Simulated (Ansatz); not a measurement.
## Energy, volume and coordination in In₃GaAs₄

All numbers below come from Ansatz 0.2.0, DFT PBE, scalar-relativistic, plane waves, PAW. Settings: cutoff 420 eV, Γ-centred meshes spaced at most about 0.3 Å⁻¹, and about 0.25 Å⁻¹ or finer for metals (2π included), Gaussian smearing. No spin polarisation.

All energies are static (0 K, no zero-point motion). Rows are sorted by volume; energies count from the lowest form computed. Coordination counts As atoms around Ga and In (those within 1.25 times the shortest such distance or 1.15 times the sum of covalent radii, 1.27 where that leaves under three). The table shows 5 of 6 forms computed.

| row | form | source | atoms | coordination | V (Å³/atom) | gap on mesh (eV) | ΔE (meV/atom) |
| --- | --- | --- | --- | --- | --- | --- | --- |
| 1 | I-42m | invented | 8 | In 4, Ga 4 | 28.0 | 0 | 0 |
| 2 | Pmm2 | invented | 8 | In 4, Ga 4 | 28.0 | 0 | 4 |
| 3 | P-43m | invented | 8 | In 4, Ga 4 | 28.1 | 0 | 6 |
| 4 | P-4m2 | invented | 8 | In 4, Ga 4 | 28.1 | 0 | 7 |
| 5 | R3m | invented | 8 | In 4, Ga 4 | 28.1 | 0 | ? |

The cell of row 5:

```
In Ga As
1.0
     2.14971    1.24113   14.06322
    -2.14971    1.24113   14.06322
     0.00000   -2.48227   14.06322
In Ga As
3 1 4
Direct
  0.50018 0.50018 0.50018
  0.74801 0.74801 0.74801
  0.25231 0.25231 0.25231
  0.00008 0.00008 0.00008
  0.18901 0.18901 0.18901
  0.43691 0.43691 0.43691
  0.94106 0.94106 0.94106
  0.68443 0.68443 0.68443
```

Q: How far above the lowest form does the open row lie?

A: 13 meV/atom, which puts it above row 4, the highest in the table. Counting As atoms around Ga and In, row 5 and the lowest form (row 1) both have In 4, Ga 4.

An observed structure of this formula, if there is one, may be missing.

For metals, differences of a few meV/atom aren't resolved. The zero gap of I-42m, Pmm2, P-43m, P-4m2, R3m may come from the functional, which often closes small gaps. Cells relaxed within their symmetry can be saddle points. Some candidate types were left out of the draw beforehand, so a known form may be missing.

All five listed forms keep In and Ga fourfold coordinated by As at nearly the same volume, so their small energy spread reflects cation arrangement rather than a change of bonding type. Because In and Ga are isovalent, the main cost is probably elastic: Ga–As bonds prefer to be shorter than In–As bonds, and the orderings differ in how well the As sublattice can relax to suit both. In the R3m cell, Ga occupies whole layers normal to the threefold axis and shares its in-plane repeat with the In layers. This stretches three of its four bonds and suggests why this form lies 13 meV/atom above I-42m.

The missing gap disagrees with the known direct-gap semiconducting behaviour of In-rich (In,Ga)As. PBE places the cation-s-rich conduction minimum too low relative to the As-p valence top, and spin-orbit coupling would raise that valence top further. The energies rank orderings only against each other and don't show whether any of them resists separation into InAs and GaAs.
